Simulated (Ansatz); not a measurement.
# HfO2: the cost of one run

All numbers below are computed with Ansatz 0.2.0 (DFT PBE, scalar-relativistic, plane waves, PAW).

2 further runs of the same task are left out: 2 set aside as unsound or not needed.

## 1. The structure to begin with

The cell holds 24 atoms (CHf7O16): a = 6.783 Å, b = 7.335 Å, c = 7.335 Å, α = 90.57°, β = 116.24°, γ = 116.24°.

The coordinates of this cell stand in the input of its own run.

The host was relaxed before at PBE: a = 5.161 Å, b = 5.212 Å, c = 5.352 Å, α = 90.00°, β = 99.67°, γ = 90.00° (conventional cell), 11.827 Å³/atom.

Places, in fractions of the supercell: C in place of Hf at (0.292, 0.012, 0.555). The start keeps the symmetry of the ideal site.

## 2. Band edges of the host over the zone

input.yaml

```yaml
crystal:
  lattice:
    - [5.1609176765, 0.0, -0.0053572389]
    - [0.0, 5.2121208592, 0.0]
    - [-0.8931191315, 0.0, 5.2768888972]
  atoms:
    - { symbol: Hf, position: [0.2757348378, 0.4570612758, 0.7083732227] }
    - { symbol: Hf, position: [0.7242651622, 0.9570612758, 0.7916267773] }
    - { symbol: Hf, position: [0.7242651622, 0.5429387242, 0.2916267773] }
    - { symbol: Hf, position: [0.2757348378, 0.0429387242, 0.2083732227] }
    - { symbol: O, position: [0.4491836733, 0.7427864466, 0.9766481178] }
    - { symbol: O, position: [0.5508163267, 0.2427864466, 0.5233518822] }
    - { symbol: O, position: [0.5508163267, 0.2572135534, 0.0233518822] }
    - { symbol: O, position: [0.4491836733, 0.7572135534, 0.4766481178] }
    - { symbol: O, position: [0.0671197744, 0.3286477791, 0.3484185226] }
    - { symbol: O, position: [0.9328802256, 0.8286477791, 0.1515814774] }
    - { symbol: O, position: [0.9328802256, 0.6713522209, 0.6515814774] }
    - { symbol: O, position: [0.0671197744, 0.1713522209, 0.8484185226] }
basis:
  ecutwfc: 420
  xc_grid: 2
kpoints:
  mp_grid: { grid: [4, 4, 4] }
  band_path: { path: [VBM, CBM], npoints: 2 }
hamiltonian:
  xc: pbe
scf:
  occupations: { method: gaussian, width: 0.02 }
output:
  forces: true
  stress: true
  eigenvalues: true
```

The run is started by

```
ansatz run input.yaml --threads 8 --pin off --max-ram 16384MiB --backend cpu --events-out ev --progress --plain --runs-dir out
```

**Question.** How long does this run take on 8 threads of Intel Xeon 6975P-C (Granite Rapids), shared host, and how much memory does it need?

About 11 s, with a peak of 1.2 GiB.
